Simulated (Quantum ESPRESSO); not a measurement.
**Rh: equation of state with r2SCAN**

**Measured values to compare with.**

From “Thermal equation of state of rhodium characterized by XRD in a resistively heated diamond anvil cell”, 2024, pmc:11535440, for a bulk crystal of Rh: bulk modulus 264 ± 1 GPa.

Crystal: Rh.

```
CELL_PARAMETERS angstrom
0.00000 1.89785 1.89785
1.89785 0.00000 1.89785
1.89785 1.89785 0.00000
ATOMIC_POSITIONS crystal
Rh 0.00000 0.00000 0.00000
```

```yaml
Program: Quantum ESPRESSO 7.5
Task: equation of state
Functional: r2SCAN
Potentials_or_basis: SG15 PBE 1.2
Cutoff: 952 eV
Density_cutoff: 3810 eV
k_mesh: 9 × 9 × 9
Occupations: fermi-dirac, width 0.05 eV
Spin: no spin polarisation
Symmetry: off
Mixing_beta: 0.5
Most_SCF_iterations: 120
SCF_threshold: 1e-08 Ry
```

The equilibrium volume is 13.63 Å³/atom. The bulk modulus is 288 GPa. The pressure derivative of the bulk modulus is 5.1.

Energy against volume, from the lowest point:
```csv
volume (Å³/atom),energy (meV/atom)
12.851,45.40
13.125,18.35
13.398,3.69
13.671,0.00
13.945,6.03
14.218,20.60
14.492,42.75
```

All runs of the series together: 9.8 min on 4 threads of Arm Neoverse N1 (shared host).

A measured bulk modulus of Rh is 264 GPa (quoted in “Thermal equation of state of rhodium characterized by XRD in a resistively heated diamond anvil cell”, 2024, pmc:11535440); the calculated 288 GPa misses it by +9.0 %. The fit is for a static lattice scaled at fixed shape and fixed fractional positions.

Caveat: the k mesh is coarse; the potentials were made for another functional, which shifts forces and pressure.
